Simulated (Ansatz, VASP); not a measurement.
**BeTe in VASP and in Ansatz**

```
Be Te
1.0
     0.00000    2.68031    2.68031
     2.68031    0.00000    2.68031
     2.68031    2.68031    0.00000
Be Te
1 1
Direct
  0.50000 0.50000 0.50000
  0.00000 0.00000 0.00000
```

Alike in both runs: functional PBE; k mesh 18 × 18 × 18; occupations gaussian, width 0.1 eV; no spin polarisation.

Ansatz relaxed the structure, and its values are those at the end. VASP's run is a single point on that final structure, the one shown.

|  | VASP | Ansatz |
| --- | --- | --- |
| version | VASP 6.6.1 | Ansatz 0.2.0 |
| potentials or method | VASP PAW PBE potentials, release 64 (Be, Te) | scalar-relativistic, plane waves, PAW |
| plane-wave cutoff (eV) | 520 | 420 |
| valence electrons in the cell | 8 | 18 |

VASP gave:

* gap on the k mesh at the Fermi level (eV): none
* pressure (GPa): 0.1

Which values does Ansatz return?

gap on the k mesh at the Fermi level (eV): none; pressure (GPa): 0.0.

A gap of «none» marks a metal or a gap that the smearing closes. The two sets of potentials don't hold the same shells in valence.

The runs have no spin-orbit coupling, so splittings on Te are missing.
